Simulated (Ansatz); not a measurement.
## What moves the field gradients of CO2?

Cell of run 1: a Materials Project structure (computed, not necessarily an observed phase).

```cif
data_CO2
_symmetry_space_group_name_H-M 'Pbcn'
_symmetry_Int_Tables_number 60
_cell_length_a 4.7845
_cell_length_b 6.3155
_cell_length_c 5.6789
_cell_angle_alpha 90.000
_cell_angle_beta 90.000
_cell_angle_gamma 90.000
loop_
_atom_site_label
_atom_site_type_symbol
_atom_site_symmetry_multiplicity
_atom_site_Wyckoff_symbol
_atom_site_fract_x
_atom_site_fract_y
_atom_site_fract_z
C C 4 c 0.5000 0.8530 0.7500
O O 8 d 0.7010 0.1463 0.1336
```

One atom of each set is listed.

All runs are DFT with Ansatz 0.2.0 (plane waves and PAW, scalar-relativistic unless spin–orbit coupling is named, Γ-centred meshes, Fermi–Dirac smearing where given) in this cell.

Run 1: PBE, atoms as given; 420 eV, 5×4×4 k-points, smearing 0.02 eV.
Run 2: r2SCAN, atoms as given; 500 eV, 5×4×4 k-points, smearing 0.02 eV.
Run 3: PBE, gradients read without the response of the cores, atoms as given; 420 eV, 5×4×4 k-points, smearing 0.02 eV.

```
run    C V_zz (η)   O V_zz (η)
  1  -2.92 (0.01)  7.09 (0.03)
```

The results of the other runs, out of order. V_zz in 10²¹ V/m².

```json
{"result": "A", "C V_zz (η)": "-2.62 (0.01)", "O V_zz (η)": "7.42 (0.03)"}
{"result": "B", "C V_zz (η)": "-3.55 (0.01)", "O V_zz (η)": "7.65 (0.03)"}
```

**Question.** Which result belongs to which run?

**Answer.** A is run 3, B is run 2. Taken one at a time, the functional (r2SCAN with its higher cutoff) moves the tensors on these sites by up to 0.62 (largest principal value of the change, on C), the response of the cores by 0.34 (O).

In run 2 the atoms aren't at the calculated equilibrium (largest force 0.72 eV/Å).
